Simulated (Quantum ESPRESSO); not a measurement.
A calculation with Quantum ESPRESSO 7.5 of AgCl (native input, structure typed inline):

Contents of pw.in:

```
&CONTROL
  calculation = 'scf'
  prefix = 'pwscf'
  outdir = './tmp'
  pseudo_dir = './pseudo'
  tprnfor = .true.
  tstress = .true.
  disk_io = 'nowf'
/
&SYSTEM
  ibrav = 0
  nat = 2
  ntyp = 2
  ecutwfc = 60
  ecutrho = 440
  nbnd = 20
  occupations = 'smearing'
  smearing = 'fd'
  degauss = 0.00367493
/
&ELECTRONS
  conv_thr = 4d-10
  electron_maxstep = 120
  mixing_beta = 0.5
/
ATOMIC_SPECIES
Ag   107.8682 Ag_ONCV_PBE-1.0.oncvpsp.upf
Cl    35.4500 cl_pbe_v1.4.uspp.F.UPF
CELL_PARAMETERS angstrom
   3.4339730000    0.0000000000    0.0000000000
   0.0000000000    3.4339730000    0.0000000000
   0.0000000000    0.0000000000    3.4339730000
ATOMIC_POSITIONS crystal
Ag     0.9378834500    0.9959389100    0.9214866700
Cl     0.5621165500    0.5040610900    0.5785133300
K_POINTS automatic
8 8 8 0 0 0
```

Potentials or basis: SSSP 1.3 efficiency PBE.

Launch:

```console
$ OMP_NUM_THREADS=1 pw.x -in pw.in > pw.out
```

The cell comes from a database or a generator and needn't be the stable form of this composition.

Question: Write the same calculation in another form: ASE script, structure from a POSCAR.

Answer: As run:

Contents of run.py:

```python
import numpy as np
from ase.calculators.espresso import Espresso, EspressoProfile
from ase.io import read

atoms = read('POSCAR')

input_data = {
    'control': {'calculation': 'scf', 'prefix': 'pwscf', 'outdir': './tmp', 'tprnfor': True, 'tstress': True, 'disk_io': 'nowf'},
    'system': {'ecutwfc': 60.0, 'ecutrho': 440.0, 'nbnd': 20, 'occupations': 'smearing', 'smearing': 'fd', 'degauss': 0.00367493},
    'electrons': {'conv_thr': 4e-10, 'electron_maxstep': 120, 'mixing_beta': 0.5},
}
pseudopotentials = {'Cl': 'cl_pbe_v1.4.uspp.F.UPF', 'Ag': 'Ag_ONCV_PBE-1.0.oncvpsp.upf'}
profile = EspressoProfile(command='pw.x', pseudo_dir='pseudo')
dft = Espresso(profile=profile, input_data=input_data, pseudopotentials=pseudopotentials, kpts=(8, 8, 8), koffset=(0, 0, 0))
atoms.calc = dft

print(f'energy {atoms.get_potential_energy():.8f} eV')
print('forces (eV/A)')
print(np.round(atoms.get_forces(), 6))
print('stress (eV/A^3, Voigt)')
print(np.round(atoms.get_stress(), 8))
print(f'Fermi level {dft.get_fermi_level():.4f} eV')
```

POSCAR

```
AgCl
1.0
    3.4339730000      0.0000000000      0.0000000000
    0.0000000000      3.4339730000      0.0000000000
    0.0000000000      0.0000000000      3.4339730000
Ag Cl
1 1
Direct
    0.9378834500      0.9959389100      0.9214866700
    0.5621165500      0.5040610900      0.5785133300
```

Potentials or basis: SSSP 1.3 efficiency PBE.

Launch:

```bash
$ OMP_NUM_THREADS=1 python run.py
```

Both were run:

|  | native input, structure typed inline | ASE script, structure from a POSCAR |
| --- | --- | --- |
| Pressure | 7.7 GPa | 7.7 GPa |
| Largest force | 1.113 eV/Å | 1.113 eV/Å |
| Band gap on the k mesh | 0.64 eV, indirect (least direct gap 1.62 eV) | 0.64 eV, indirect (least direct gap 1.62 eV) |

Keys that steer only the numerical path or the files written may differ.

Caveat: forces of over 1 eV/Å show positions far from the minimum, so gaps and moduli don't describe the material at rest.
